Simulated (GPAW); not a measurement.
# free-standing square Co monolayer, spacing 2.5 A: cost and accuracy of the k mesh, part 2 of 2

Wanted: the cheapest choice of the k mesh that holds the magnetic results of free-standing square Co monolayer, spacing 2.5 A.

GPAW 26.7.0; PBE; plane waves with GPAW's PAW setups, scalar-relativistic.

So far, largest spin moment in the augmentation sphere (μB): step 2 (rung 1 (mesh 4×4×1), start ferro +) 2.01; step 5 (rung 2 (mesh 3×6×1), start antiferro q=(1/2,1/2,0) +-) 1.74; step 6 (rung 3 (mesh 8×8×1), start ferro +) 2.09; step 7 (rung 3 (mesh 4×8×1), start antiferro q=(1/2,1/2,0) +-) 1.66; step 8 (rung 4 (mesh 10×10×1), start ferro +) 2.05.

### Step 9. Rung 4 (mesh 5×10×1), start antiferro q=(1/2,1/2,0) +-

File order2.py:

```python
import json
import numpy as np
from ase import Atoms
from ase.parallel import paropen, parprint
from gpaw import GPAW

atoms = Atoms(['Co', 'Co'],
    cell=[[5.0, 0.0, 0.0],
         [2.5, 2.5, 0.0],
         [0.0, 0.0, 14.0]],
    scaled_positions=[[0.0, 0.0, 0.5],
         [0.5, 0.0, 0.5]],
    pbc=True,
    magmoms=[2.0, -2.0])
atoms.calc = GPAW(mode={'name': 'pw', 'ecut': 550},
    xc='PBE',
    kpts={'size': (5, 10, 1), 'gamma': True},
    occupations={'name': 'fermi-dirac', 'width': 0.1},
    convergence={'density': 1e-05, 'energy': 1e-05},
    maxiter=200,
    symmetry={'tolerance': 1e-4},
    txt='order2.txt')
e = atoms.get_potential_energy(force_consistent=True)
res = {'free_energy': e, 'energy_sigma0': atoms.get_potential_energy(), 'fermi_energy': atoms.calc.get_fermi_level()}
res['moments'] = atoms.get_magnetic_moments().tolist()
res['total'] = atoms.get_magnetic_moment()
parprint('site moments (muB):', np.round(res['moments'], 3))
parprint(f"total moment: {res['total']:.3f} muB")
parprint(f'free energy: {e:.6f} eV')
atoms.calc.write('order2.gpw')
with paropen('results.json', 'w') as f:
    json.dump(res, f)
```

Run with:

```
$ OMP_NUM_THREADS=1 python3 order2.py > order2.log
```

Numbers of over 12 decimals in the logs are rounded to 6 here.

The log of the run:

```text
UserWarning: Initial realspace grid (28,20,80) inconsistent with symmetries.
UserWarning: Using symmetrized grid: (28,28,80).

site moments (muB): [ 1.678 -1.678]
total moment: -0.000 muB
free energy: -11.834476 eV

--- order2.txt ---
Input parameters:
  mode=PW(ecut=550),
  convergence={'density': 1e-05, 'energy': 1e-05},
  kpts=MonkhorstPack(size=(5, 10, 1), gamma=True),
  maxiter=200,
[...]
|          3 |        -4.966 |     1.000 |        -4.966 |     1.000 |
|          4 |        -4.211 |     1.000 |        -4.211 |     1.000 |
[...]
|         11 |        -1.684 |     0.000 |        -1.684 |     0.000 |
|         12 |         1.579 |     0.000 |         1.579 |     0.000 |
|         13 |         2.640 |     0.000 |         2.640 |     0.000 |
|         14 |         3.108 |     0.000 |         3.108 |     0.000 |

No gap
No difference between direct/indirect transitions


[key lines of the parts left out:]
Free energy:     -11.834476
Converged in 19 steps
dipole moment: (-26.741017, -13.370509, -0.000012)  # |e|*Ang
Fermi level: -2.490
```

Run time: 65 s. Hardware: 1 MPI rank of Intel Xeon 6975P-C (Granite Rapids), shared host; peak memory 0.33 GiB.

Read from the output:

```yaml
magnetization: 0 μB
final_state: antiferromagnetic
largest_moment: 1.678 μB
```

This start lies +334.7 meV a seeded atom from the first, a change of -18.4 meV since rung 3; its largest moment is 1.68 μB.

### Step 10. Rung 5 (mesh 14×14×1), start ferro +

File order1.py:

```python
import json
import numpy as np
from ase import Atoms
from ase.parallel import paropen, parprint
from gpaw import GPAW

atoms = Atoms(['Co'],
    cell=[[2.5, 0.0, 0.0],
         [0.0, 2.5, 0.0],
         [0.0, 0.0, 14.0]],
    scaled_positions=[[0.0, 0.0, 0.5]],
    pbc=True,
    magmoms=[2.0])
atoms.calc = GPAW(mode={'name': 'pw', 'ecut': 550},
    xc='PBE',
    kpts={'size': (14, 14, 1), 'gamma': True},
    occupations={'name': 'fermi-dirac', 'width': 0.1},
    convergence={'density': 1e-05, 'energy': 1e-05},
    maxiter=200,
    symmetry={'tolerance': 1e-4},
    txt='order1.txt')
e = atoms.get_potential_energy(force_consistent=True)
res = {'free_energy': e, 'energy_sigma0': atoms.get_potential_energy(), 'fermi_energy': atoms.calc.get_fermi_level()}
res['moments'] = atoms.get_magnetic_moments().tolist()
res['total'] = atoms.get_magnetic_moment()
parprint('site moments (muB):', np.round(res['moments'], 3))
parprint(f"total moment: {res['total']:.3f} muB")
parprint(f'free energy: {e:.6f} eV')
atoms.calc.write('order1.gpw')
with paropen('results.json', 'w') as f:
    json.dump(res, f)
```

Run with:

```
$ OMP_NUM_THREADS=1 python3 order1.py > order1.log
```

The log of the run:

```text
site moments (muB): [2.045]
total moment: 2.043 muB
free energy: -6.262915 eV

--- order1.txt ---
Input parameters:
  mode=PW(ecut=550),
  convergence={'density': 1e-05, 'energy': 1e-05},
  kpts=MonkhorstPack(size=(14, 14, 1), gamma=True),
  maxiter=200,
  occupations=Occupations(name='fermi-dirac', width=0.1),
  symmetry=Symmetry(tolerance=0.0001),
  xc=XC(name='PBE')

Diagonalizing LCAO Hamiltonian
[...]
|          3 |        -4.160 |     1.000 |        -2.132 |     0.007 |
|          4 |        -4.160 |     1.000 |        -2.132 |     0.007 |
|          5 |        -4.006 |     1.000 |        -1.912 |     0.001 |
|          6 |        -1.983 |     0.002 |        -1.294 |     0.000 |
|          7 |         1.591 |     0.000 |         1.563 |     0.000 |
|          8 |         2.705 |     0.000 |         2.582 |     0.000 |

No gap
No difference between direct/indirect transitions


[key lines of the parts left out:]
Free energy:      -6.262915
Converged in 14 steps
dipole moment: (-6.689905, -6.689905, -0.000006)  # |e|*Ang
Fermi level: -2.630
```

Run time: 17 s. Hardware: 1 MPI rank; peak memory 0.2 GiB.

Read from the output:

```yaml
magnetization: 2.043 μB
final_state: ferromagnetic
largest_moment: 2.045 μB
```

The largest moment is that of rung 4, at 1.5 times its CPU time.

### Step 11. Rung 5 (mesh 7×14×1), start antiferro q=(1/2,1/2,0) +-

order2.py is the script of step 9 with these lines changed:

```diff
@@ -16,3 +16,3 @@
     xc='PBE',
-    kpts={'size': (5, 10, 1), 'gamma': True},
+    kpts={'size': (7, 14, 1), 'gamma': True},
     occupations={'name': 'fermi-dirac', 'width': 0.1},
```

Run with:

```
$ OMP_NUM_THREADS=1 python3 order2.py > order2.log
```

The log of the run:

```text
UserWarning: Initial realspace grid (28,20,80) inconsistent with symmetries.
UserWarning: Using symmetrized grid: (28,28,80).

site moments (muB): [ 1.67 -1.67]
total moment: -0.000 muB
free energy: -11.837214 eV

--- order2.txt ---
Input parameters:
  mode=PW(ecut=550),
  convergence={'density': 1e-05, 'energy': 1e-05},
  kpts=MonkhorstPack(size=(7, 14, 1), gamma=True),
  maxiter=200,
[...]
|          3 |        -4.956 |     1.000 |        -4.956 |     1.000 |
|          4 |        -4.200 |     1.000 |        -4.200 |     1.000 |
[...]
|         11 |        -1.673 |     0.000 |        -1.673 |     0.000 |
|         12 |         1.579 |     0.000 |         1.579 |     0.000 |
|         13 |         2.638 |     0.000 |         2.638 |     0.000 |
|         14 |         3.109 |     0.000 |         3.109 |     0.000 |

No gap
No difference between direct/indirect transitions


[key lines of the parts left out:]
Free energy:     -11.837214
Converged in 20 steps
dipole moment: (-26.736108, -13.368053, -0.000012)  # |e|*Ang
Fermi level: -2.482
```

It took 1.8 min on 1 MPI rank; peak memory 0.38 GiB.

This step gave:

```yaml
magnetization: 0 μB
final_state: antiferromagnetic
largest_moment: 1.670 μB
```

This start lies +344.3 meV a seeded atom from the first, a change of +9.6 meV since rung 4; its largest moment is 1.67 μB.

### Step 12. Side by side

Ladder, by row:

| rung | mesh | state from the first start | state from the second start | second less first (meV a seeded atom) | moment, first (μB) | moment, second (μB) | CPU time (s) |
| --- | --- | --- | --- | --- | --- | --- | --- |
| 1 | 4x4x1 | ferromagnetic | antiferromagnetic | 311.5 | 2.012 | 1.712 | 29.09 |
| 2 | 6x6x1 | ferromagnetic | antiferromagnetic | 380.8 | 2.123 | 1.739 | 39.49 |
| 3 | 8x8x1 | ferromagnetic | antiferromagnetic | 353.1 | 2.094 | 1.664 | 58.91 |
| 4 | 10x10x1 | ferromagnetic | antiferromagnetic | 334.7 | 2.049 | 1.678 | 76.29 |
| 5 | 14x14x1 | ferromagnetic | antiferromagnetic | 344.3 | 2.045 | 1.67 | 125.6 |

### Step 13. Summary of results

- range of the moment in the table, first start: 2.01 to 2.12 μB
- range of CPU time: 29 s to 2.1 min
- range of the energy difference: 312 to 381 meV a seeded atom
- first rung from which all stay within 17 meV of the last: 3

From rung 3 on the result stays within 9.6 meV of the last rung, inside the margin of 17 meV set for it, at 47 % of the last rung's cost. The first start ends lower on every rung of the table; whether functional and cell give the true order is another question.

[Logs and program files are shortened in this print: banners, set-up blocks, solver, clock and traceback lines can be left out without a mark of their own.]

[Logs are printed without paths, hosts, clocks, repeated set-up lines and the standing remarks that a program may print on its own settings, such as how far it seeks lower states.]

[Hosts, paths, dates, database ids (printed as entryN), source tags and the programs' standing remarks are cut or masked in the printed files.]

[Where a cell is said to come from a database of computed structures, the database is the Materials Project.]
